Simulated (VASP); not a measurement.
Here is a VASP 6.6.1 calculation.

File INCAR:

```
SYSTEM = CoO
PREC = Accurate ; ENCUT = 600
EDIFF = 1E-6 ; ISMEAR = -1
SIGMA = 0.05 ; LREAL = .FALSE.
LASPH = .TRUE. ; NELM = 100
ALGO = Normal ; ISIF = 3
LWAVE = .FALSE. ; LCHARG = .FALSE.
ISPIN = 2 ; MAGMOM = 2 0
LORBIT = 11 ; LMAXMIX = 4
GGA = PE ; IBRION = 2
NSW = 40 ; EDIFFG = -0.02
PSTRESS = 200
```

KPOINTS

```
regular mesh
0
G
  9 9 9
  0 0 0
```

File POSCAR:

```
CoO
1.0
   -1.5080004400      1.5080004400      2.1072503600
    1.5080004400     -1.5080004400      2.1072503600
    1.5080004400      1.5080004400     -2.1072503600
Co O
1 1
Direct
    0.0000000000      0.0000000000      0.0000000000
    0.5000000000      0.5000000000      0.0000000000
```

Potentials or basis: VASP PAW PBE potentials, release 64 (Co, O).

The run is started by

```sh
$ cat potpaw_PBE.64/Co/POTCAR potpaw_PBE.64/O/POTCAR > POTCAR
$ mpirun -np 1 vasp_std > vasp.out
```

(1) Estimate the relaxed volume.

(2) Predict the site moments.

## Answers

(1) 8.50 Å³/atom.

(2) Co +1.97; O +0.14 μB.

Caveat: the cell is relaxed towards a set pressure, so the enthalpy falls and the energy may rise; a cell with one magnetic atom can't hold antiferromagnetic order, which such compounds often take.
